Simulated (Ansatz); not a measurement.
# Ti (P6_3/mmc) in Ansatz: notebook

Runs on Ti. Level: LDA. Tasks: single point, equation of state.

All numbers are computed with Ansatz 0.2.0; they aren't measurements. Logs are shortened: lines on timing, memory, paths and dates and some standing lists are left out, and cuts for length are marked.

**1. Starting point**

Symmetry: P6_3/mmc, No. 194, hexagonal system. Conventional cell: a = 2.950 Å, b = 2.950 Å, c = 4.680 Å, α = 90.00°, β = 90.00°, γ = 120.00°. Ti (site symmetry -6m2) is surrounded by 12 Ti at 2.89 to 2.95 Å.

**2. Single point, LDA, 16.58 Å³/atom (volume scaled by 0.94)**

Input file input.yaml:

```yaml
crystal:
  lattice:
    - [2.8897790207, 0.0, 0.0]
    - [-1.4448895104, 2.5026220433, 0.0]
    - [0.0, 0.0, 4.5844629888]
  atoms:
    - { symbol: Ti, position: [0.6666666667, 0.3333333333, 0.75] }
    - { symbol: Ti, position: [0.3333333333, 0.6666666667, 0.25] }
kpoints:
  mp_grid: { grid: [10, 10, 6] }
scf:
  occupations: { method: fermi_dirac, width: 0.05 }
hamiltonian:
  xc: lda
  pseudopotentials: { kind: all_electron, lapw: { basis_error: 0.001 } }
output:
  forces: true
  stress: true
  eigenvalues: true
```

Potentials or basis: all-electron LAPW, scalar-relativistic.

On the command line:

```sh
$ ansatz run input.yaml --threads 1 --pin off --max-ram 3072MiB --backend cpu --events-out ev --progress --plain --runs-dir out
```

The log of the run:

```text
Warning: RAYON_NUM_THREADS=1 ignored (pool sized by the plan → 1); use --threads N
LAPW: plane waves up to 7.763 Å⁻¹, error target 1.0e-3 eV per atom; small_component_spin mean_spin; Ti in spheres of 1.418 Å, 12 of its electrons in bands, Dirac shells [] (how accurate: hamiltonian.pseudopotentials.lapw.basis_error, Limitations)
Engine: ansatz 0.2.0, aarch64-unknown-linux-gnu
Pseudopotentials: kind: all_electron
Pseudopotential: Ti, LAPW, valence charge 12, lapw/all_electron/scalar/gaussian/Ti, Koelling and Harmon's equation, gaussian nucleus
Functional definition: SPW92
  exchange = slater_x
  correlation = pw_c
Crystal: 2 atoms, lattice volume = 33.155 Å³
Basis set: ecut = 229.59083702578053 eV, 263 PW (Γ), exchange–correlation at level 2
Bands: 16, of which v1, the nominal top of the filled ones, is band 12 counted from 1 (11 counted from 0)
Symmetry: 24 space group operations
Space group: P63/mmc (ITA 194), of the structure as read, at distance tolerance 3.2e-5 Å
k-points: 56 of 600
Non-local potential: Ti, projectors of the file, none
Initial density: superposition of atomic densities (chi_scale 0.1, normalization cell)
Initial wavefunctions: plane waves of lowest kinetic energy (no species holds an atomic orbital)
Functional: x = slater, c = lda
iter 1 solved again at ethr=6.29e-4 eV; its pass at ethr=1.00e-1 eV (dr2=1.51e-1 eV) is discarded
SCF iter   1: F=—  HF=-46368.467782 eV  |F-HF|=—  |Δ(HF+E_count)|=         —  Δρ=2.52e-2  dr2=1.52e-1  ethr=6.29e-4  ⟨swp⟩=2.7  Hψ=6415  notcnv=0
preconditioner: auto → none  [metal: Δε(μ)=0.006 eV  Ē_g=3.183 eV  σ=0.050 eV  W_gap=0.03  n_scr=8 (ndim 8)  ℏωp=18.2 eV  f_vac=0.000  D(μ)=1.96/eV (n_scr^D=22)  sad-step TF]
SCF iter   2: F=—  HF=-46368.149222 eV  |F-HF|=—  |Δ(HF+E_count)|=   3.19e-1  Δρ=9.19e-3  dr2=2.80e-2  ethr=6.29e-4  ⟨swp⟩=3.0  Hψ=3328  notcnv=0
SCF iter   3: F=—  HF=-46368.127425 eV  |F-HF|=—  |Δ(HF+E_count)|=         —  Δρ=5.67e-3  dr2=9.22e-3  ethr=1.17e-4  ⟨swp⟩=2.2  Hψ=3031  notcnv=0
the basis was enlarged: its passes take 131.4 KiB over the memory plan, 1 of 1 planned eigensolver slots
iter 4 solved again at ethr=4.93e-7 eV; its pass at ethr=3.84e-5 eV (dr2=1.18e-4 eV) is discarded
SCF iter   4: F=—  HF=-46368.125470 eV  |F-HF|=—  |Δ(HF+E_count)|=   1.96e-3  Δρ=6.62e-4  dr2=1.18e-4  ethr=4.93e-7  ⟨swp⟩=2.0  Hψ=4683  notcnv=0
SCF iter   5: F=—  HF=-46368.125464 eV  |F-HF|=—  |Δ(HF+E_count)|=   6.02e-6  Δρ=6.83e-5  dr2=1.23e-6  ethr=4.93e-7  ⟨swp⟩=2.0  Hψ=2844  notcnv=0
SCF iter   6: F=-46368.125463 eV  HF=-46368.125463 eV  |F-HF|=3.72e-9  |Δ(HF+E_count)|=   5.77e-7  Δρ=3.86e-6  dr2=3.93e-9  ethr=5.14e-9  ⟨swp⟩=2.5  Hψ=2883  notcnv=0
SCF 1 converged in 6 iterations: F = -46368.125463 eV  dr2 = 3.93e-9
SCF converged after 6 iterations
Free energy (F): -46368.125463 eV
Harris-Foulkes:  -46368.125463 eV  (|F-HF|=3.72e-9)
Internal energy: -46368.105960 eV  (E = F + TS)
E sigma→0 (E₀):  -46368.115711 eV
Entropy (-TS):   -0.019503 eV (-9.752 meV/atom)
Fermi energy:    14.241248 eV
--- Per-component energies (eV) ---
  E_band       = -287.180928
  E_kinetic    = 46788.065633
  E_xc         = -2195.931909
  E_electrostatic = -90960.239684  (all electrons and nuclei)
  E_smearing   = -0.019503  (= −TS)
  E_closure    = 0.000000  (closes the sum)
  E_atoms      = -46353.114199  (free atoms, spherical and without spin; not in F)
  Σ components = -46368.125463   (vs F -46368.125463, Δ=0.00e0)
  Basis errors (estimates in eV, not in F): energy 1.2e-4 per atom: plane waves 8.6e-5 (4.4e-5 summed), levels above the bands 1.8e-16, relativity 2.8e-9, radial functions 3.3e-5, core shells 4.6e-8; eigenvalues (radial functions only) 9.9e-7; not estimated: angular momenta, meshes, grids; target (lapw.basis_error) 1.0e-3; muffin-tin radii Ti 1.418 Å
--- Forces (eV/Å), atoms counted from 1 ---
  atom   1  Ti    -0.00000000     0.00000000     0.00000000
  atom   2  Ti     0.00000000     0.00000000     0.00000000
  max |Σ_I F_I| component: 1.85e-17 eV/Å
--- Stress (GPa, compression-positive) ---
       -3.276027      -0.000000       0.000000
       -0.000000      -3.276027       0.000000
        0.000000       0.000000      -4.024431
  P = ⅓ Tr σ = -3.5255 GPa (-35.255 kbar)
--- Band table (eV; the first three rows and the last of 56) ---
  k-point 0: bands = ["-41.9060", "-41.7320", "-18.8863", "-18.1209", "-18.1209", "-18.0370", "-18.0019", "-18.0019", "8.0338", "11.4569", "15.0257", "15.0257", "15.1466", "15.2343", "15.5584", "15.5584"]
  k-point 1: bands = ["-41.8946", "-41.7438", "-18.8318", "-18.1130", "-18.1130", "-18.0965", "-18.0100", "-18.0100", "8.2772", "11.3582", "14.8285", "14.9243", "14.9243", "15.0126", "15.4279", "15.4279"]
  k-point 2: bands = ["-41.8631", "-41.7760", "-18.6811", "-18.2569", "-18.0913", "-18.0913", "-18.0318", "-18.0318", "8.9636", "10.8770", "14.3077", "14.6751", "14.8426", "14.8426", "15.1554", "15.1554"]
  k-point 55: bands = ["-41.7168", "-41.7168", "-18.6752", "-18.6752", "-18.4293", "-18.4293", "-18.1540", "-18.1540", "12.6507", "12.6507", "13.3939", "13.3939", "14.0714", "14.0714", "15.9586", "15.9586"]
```

It took 7.1 s on 1 thread of Arm Neoverse V2, shared host; peak memory 0.28 GiB.

What came out:

- Free energy: -46368.1255 eV
- Pressure: -3.5 GPa
- Band gap on the k mesh: none (metal or under the smearing width)

**3. Single point, LDA, 16.93 Å³/atom (volume scaled by 0.96)**

input.yaml: that of step 2 with these lines changed.

```diff
@@ -2,5 +2,5 @@
   lattice:
-    - [2.8897790207, 0.0, 0.0]
-    - [-1.4448895104, 2.5026220433, 0.0]
-    - [0.0, 0.0, 4.5844629888]
+    - [2.9101302477, 0.0, 0.0]
+    - [-1.4550651239, 2.5202467229, 0.0]
+    - [0.0, 0.0, 4.6167490031]
   atoms:
```

Potentials or basis: all-electron LAPW, scalar-relativistic.

On the command line:

```sh
$ ansatz run input.yaml --threads 1 --pin off --max-ram 3072MiB --backend cpu --events-out ev --progress --plain --runs-dir out
```

Wall time 7.2 s (1 thread of Arm Neoverse V2, shared host); peak memory 0.28 GiB.

Results (log left out):

* Free energy: -46368.1048 eV
* Pressure: -5.8 GPa
* Band gap on the k mesh: none (metal or under the smearing width)

**4. Single point, LDA, 17.28 Å³/atom (volume scaled by 0.98)**

input.yaml: that of step 3 with these lines changed.

```diff
@@ -2,5 +2,5 @@
   lattice:
-    - [2.9101302477, 0.0, 0.0]
-    - [-1.4550651239, 2.5202467229, 0.0]
-    - [0.0, 0.0, 4.6167490031]
+    - [2.9302007457, 0.0, 0.0]
+    - [-1.4651003729, 2.537628284, 0.0]
+    - [0.0, 0.0, 4.6485896576]
   atoms:
```

On the command line:

```sh
$ ansatz run input.yaml --threads 1 --pin off --max-ram 3072MiB --backend cpu --events-out ev --progress --plain --runs-dir out
```

Run time: 6.6 s. Hardware: 1 thread of Arm Neoverse V2, shared host; peak memory 0.27 GiB.

Results (log left out):

```
Free energy            : -46368.0746 eV
Pressure               : -7.9 GPa
Band gap on the k mesh : none (metal or under the smearing width)
```

**5. Single point, LDA, 17.64 Å³/atom**

input.yaml: that of step 4 with these lines changed.

```diff
@@ -2,5 +2,5 @@
   lattice:
-    - [2.9302007457, 0.0, 0.0]
-    - [-1.4651003729, 2.537628284, 0.0]
-    - [0.0, 0.0, 4.6485896576]
+    - [2.95, 0.0, 0.0]
+    - [-1.475, 2.5547749412, 0.0]
+    - [0.0, 0.0, 4.68]
   atoms:
```

On the command line:

```sh
$ ansatz run input.yaml --threads 1 --pin off --max-ram 3072MiB --backend cpu --events-out ev --progress --plain --runs-dir out
```

Wall time 7.2 s (1 thread of Arm Neoverse V2, shared host); peak memory 0.27 GiB.

Results (log left out):

* Free energy: -46368.0356 eV
* Pressure: -9.8 GPa
* Band gap on the k mesh: none (metal or under the smearing width)

**6. Single point, LDA, 17.99 Å³/atom (volume scaled by 1.02)**

input.yaml: that of step 5 with these lines changed.

```diff
@@ -2,5 +2,5 @@
   lattice:
-    - [2.95, 0.0, 0.0]
-    - [-1.475, 2.5547749412, 0.0]
-    - [0.0, 0.0, 4.68]
+    - [2.9695369932, 0.0, 0.0]
+    - [-1.4847684966, 2.5716944736, 0.0]
+    - [0.0, 0.0, 4.7109942807]
   atoms:
```

Potentials or basis: all-electron LAPW, scalar-relativistic.

On the command line:

```sh
$ ansatz run input.yaml --threads 1 --pin off --max-ram 3072MiB --backend cpu --events-out ev --progress --plain --runs-dir out
```

Wall time 7.2 s (1 thread of Arm Neoverse V2, shared host); peak memory 0.27 GiB.

Results (log left out):

```yaml
Free_energy: -46367.9887 eV
Pressure: -11.5 GPa
Band_gap_on_the_k_mesh: none (metal or under the smearing width)
```

**7. Single point, LDA, 18.34 Å³/atom (volume scaled by 1.04)**

input.yaml: that of step 6 with these lines changed.

```diff
@@ -2,5 +2,5 @@
   lattice:
-    - [2.9695369932, 0.0, 0.0]
-    - [-1.4847684966, 2.5716944736, 0.0]
-    - [0.0, 0.0, 4.7109942807]
+    - [2.9888202413, 0.0, 0.0]
+    - [-1.4944101206, 2.5883942563, 0.0]
+    - [0.0, 0.0, 4.7415860099]
   atoms:
```

On the command line:

```sh
$ ansatz run input.yaml --threads 1 --pin off --max-ram 3072MiB --backend cpu --events-out ev --progress --plain --runs-dir out
```

Run time: 7.2 s. Hardware: 1 thread of Arm Neoverse V2, shared host; peak memory 0.27 GiB.

It converged, with:

```yaml
Free_energy: -46367.9346 eV
Pressure: -13.0 GPa
Band_gap_on_the_k_mesh: none (metal or under the smearing width)
```

**8. Single point, LDA, 18.69 Å³/atom (volume scaled by 1.06)**

input.yaml: that of step 7 with these lines changed.

```diff
@@ -2,5 +2,5 @@
   lattice:
-    - [2.9888202413, 0.0, 0.0]
-    - [-1.4944101206, 2.5883942563, 0.0]
-    - [0.0, 0.0, 4.7415860099]
+    - [3.0078578261, 0.0, 0.0]
+    - [-1.5039289131, 2.6048812885, 0.0]
+    - [0.0, 0.0, 4.7717880089]
   atoms:
```

On the command line:

```sh
$ ansatz run input.yaml --threads 1 --pin off --max-ram 3072MiB --backend cpu --events-out ev --progress --plain --runs-dir out
```

Wall time 7.3 s (1 thread of Arm Neoverse V2, shared host); peak memory 0.27 GiB.

Results (log left out):

* Free energy: -46367.8740 eV
* Pressure: -14.4 GPa
* Band gap on the k mesh: none (metal or under the smearing width)

**9. Equation of state, LDA**

Potentials or basis: all-electron LAPW, scalar-relativistic.

This step only gathers the single runs of the series.

Results:

* Equilibrium volume: 16.10 Å³/atom (rough: see the caveat)
* Bulk modulus at fixed shape and positions: 126 GPa (rough)

Energy against volume, from the lowest point:
```csv
volume (Å³/atom),energy (meV/atom)
16.577,0.00
16.930,10.33
17.283,25.43
17.636,44.93
17.988,68.39
18.341,95.43
18.694,125.71
```

Caveat: the minimum lies outside the volumes run; the cell was scaled at fixed shape and fractional positions, which overstates the stiffness of a crystal with free parameters, most of all of layers and chains.
